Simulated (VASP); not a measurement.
Input of a VASP 6.6.1 run:

Contents of INCAR:

```
SYSTEM = B
ALGO = Normal ; EDIFF = 1E-6
EDIFFG = -0.01 ; ENCUT = 600
IBRION = 2 ; ISIF = 3
ISMEAR = 0 ; KPAR = 4
LASPH = .TRUE. ; LCHARG = .FALSE.
LMIXTAU = .TRUE. ; LREAL = .FALSE.
LWAVE = .FALSE. ; METAGGA = R2SCAN
NELM = 80 ; NSW = 90
PREC = Accurate ; SIGMA = 0.03
```

Contents of KPOINTS:

```
k-points
0
G
  9 9 8
  0 0 0
```

File POSCAR:

```
B
1.0
    2.4589500000      1.4196754444      4.1935000000
   -2.4589500000      1.4196754444      4.1935000000
    0.0000000000     -2.8393508888      4.1935000000
B
12
Direct
    0.0101900000      0.6536100000      0.0101900000
    0.0101900000      0.0101900000      0.6536100000
    0.6536100000      0.0101900000      0.0101900000
    0.9898100000      0.3463900000      0.9898100000
    0.3463900000      0.9898100000      0.9898100000
    0.9898100000      0.9898100000      0.3463900000
    0.2211800000      0.6306000000      0.2211800000
    0.2211800000      0.2211800000      0.6306000000
    0.6306000000      0.2211800000      0.2211800000
    0.7788200000      0.3694000000      0.7788200000
    0.3694000000      0.7788200000      0.7788200000
    0.7788200000      0.7788200000      0.3694000000
```

Potentials or basis: VASP PAW PBE potentials, release 64 (B).

Command:

```sh
$ cat potpaw_PBE.64/B/POTCAR > POTCAR
$ mpirun -np 4 vasp_std > vasp.out
```

Question: Predict the relaxed volume.

Answer: 7.23 Å³/atom.

Question: What does it give for the space group after relaxing (to 0.05 Å)?

Answer: R-3m (No. 166).

Question: Estimate the relaxed cell.

Answer: a = 5.040 Å, b = 5.040 Å, c = 5.040 Å, α = 58.16°, β = 58.16°, γ = 58.16°.

Forces on the atoms (eV/Å):
```
B    0.004 -0.002  0.001
B    0.000  0.004  0.001
B   -0.004 -0.002  0.001
B   -0.004  0.002 -0.001
B    0.004  0.002 -0.001
B    0.000 -0.004 -0.001
B   -0.005  0.003  0.002
B    0.000 -0.006  0.002
B    0.005  0.003  0.002
B    0.005 -0.003 -0.002
B   -0.005 -0.003 -0.002
B    0.000  0.006 -0.002
```

Caveat: the PAW data sets were made with another functional, which shifts forces and pressure a little.
